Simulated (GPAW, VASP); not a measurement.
Given: the input of a run of VASP 6.6.1 on CoO. 

INCAR

```
PREC     = Accurate       # precision mode
ENCUT    = 500            # plane-wave cutoff, eV
EDIFF    = 1E-7           # SCF threshold, eV
ISMEAR   = 0              # smearing method
SIGMA    = 0.05           # smearing width, eV
LREAL    = False          # projectors in reciprocal space
LASPH    = True           # aspherical terms in the spheres
NELM     = 120            # most SCF steps
ALGO     = Normal         # electronic algorithm
ISIF     = 2              # what is computed and relaxed
LWAVE    = False          # write WAVECAR
LCHARG   = False          # write CHGCAR
ISPIN    = 2              # spin polarisation
MAGMOM   = 2 0            # initial moments
LORBIT   = 11             # projections on sites
LMAXMIX  = 4              # l up to which the mixer works
GGA      = PE             # functional
NBANDS   = 18             # bands
```

KPOINTS

```
regular mesh
0
Gamma
  11 11 11
```

File POSCAR:

```
CoO
3.0144
    0.000000000000      0.707105891720      0.707105891720
    0.707105891720      0.000000000000      0.707105891720
    0.707105891720      0.707105891720      0.000000000000
Co O
1 1
Direct
    0.0000000000      0.0000000000      0.0000000000
    0.5000000000      0.5000000000      0.5000000000
```

Potentials or basis: VASP PAW PBE potentials, release 64 (Co, O).

Command:

```console
$ cat potpaw_PBE.64/Co/POTCAR potpaw_PBE.64/O/POTCAR > POTCAR
$ mpirun -np 1 vasp_std > vasp.out
```

Question: Set up the same calculation for GPAW 26.7.0 (ASE script). Potentials or basis there: GPAW PAW data sets (gpaw-data 1.2.1), cutoff 800 eV.

Answer: As run (cutoffs and basis follow the program's own potentials, and thresholds, step limits or extra output files can differ):

File run.py:

```python
from ase.dft.bandgap import bandgap
from ase.io import read, write
from ase.units import GPa
from gpaw import GPAW, PW

atoms = read('POSCAR')
atoms.set_initial_magnetic_moments([2.0, 0.0])

calc = GPAW(mode=PW(800),
            xc='PBE',
            kpts={'size': (11, 11, 11), 'gamma': True},
            occupations={'name': 'methfessel-paxton', 'order': 0, 'width': 0.05},
            nbands=17,
            convergence={'density': 1e-05, 'energy': 1e-05},
            maxiter=150,
            txt='gpaw.txt')
atoms.calc = calc
energy = atoms.get_potential_energy()
forces = atoms.get_forces()
stress = atoms.get_stress()
calc.write('gs.gpw')
write('result.traj', atoms)
print(f'Energy: {energy:.6f} eV')
print('Forces (eV/A):')
print(forces.round(4))
print('Stress (GPa):', (stress / GPa).round(3))
print('Moments:', calc.get_magnetic_moments().round(3))
print('Fermi level:', round(calc.get_fermi_level(), 4), 'eV')
print(f'Gap: {bandgap(calc)[0]:.4f} eV, direct: {bandgap(calc, direct=True)[0]:.4f} eV')
```

Contents of POSCAR:

```
CoO
1.0
    0.0000000000      2.1315000000      2.1315000000
    2.1315000000      0.0000000000      2.1315000000
    2.1315000000      2.1315000000      0.0000000000
Co O
1 1
Direct
    0.0000000000      0.0000000000      0.0000000000
    0.5000000000      0.5000000000      0.5000000000
```

Potentials or basis: GPAW PAW data sets (gpaw-data 1.2.1), pw.

The run is started by

```sh
$ OMP_NUM_THREADS=1 python run.py
```

Both were run:

|  | VASP | GPAW |
| --- | --- | --- |
| Pressure | -2.5 GPa | -1.2 GPa |
| Net moment | 2.92 μB per cell | 2.96 μB per cell |

The magnetic state is the one that the start led to; the real crystal's order can differ.

Pressure is positive in compression.
